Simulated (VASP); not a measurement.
CoO: equation of state with PBEsol

Crystal: CoO.

```
Co O
1.0
     0.00000    2.08148    2.08148
     2.08148    0.00000    2.08148
     2.08148    2.08148    0.00000
Co O
1 1
Cartesian
  0.0000 0.0000 0.0000
  2.0815 2.0815 2.0815
```

```
Program                : VASP 6.6.1
Task                   : equation of state
Functional             : PBEsol
Potentials or basis    : VASP PAW PBE potentials, release 64 (Co, O)
Cutoff                 : 520 eV
k mesh                 : 10 × 10 × 10
Occupations            : fermi-dirac, width 0.05 eV
Spin                   : collinear spin, ferromagnetic start
Starting moments       : [2.0, 0.0] μB
Ladder                 : gaps
Further INCAR settings : ALGO = Fast; EDIFF = 1e-06
```

- Equilibrium volume: 9.05 Å³/atom (rough: see the caveat)
- Bulk modulus: 158 GPa (rough)

Energy against volume, from the lowest point:
| volume (Å³/atom) | energy (meV/atom) |
| --- | --- |
| 8.657 | 7.51 |
| 8.838 | 2.31 |
| 9.018 | 0.00 |
| 9.198 | 1.25 |
| 9.379 | 6.26 |

All runs of the series together: 79 s on 1 thread of Intel(R) Xeon(R) Platinum 8375C CPU @ 2.90GHz (Ice Lake), with other jobs on the host.

Caveat: the fit is doubtful: noisy points or a state that changes with volume; the PAW data sets were made with another functional, which shifts forces and pressure a little.
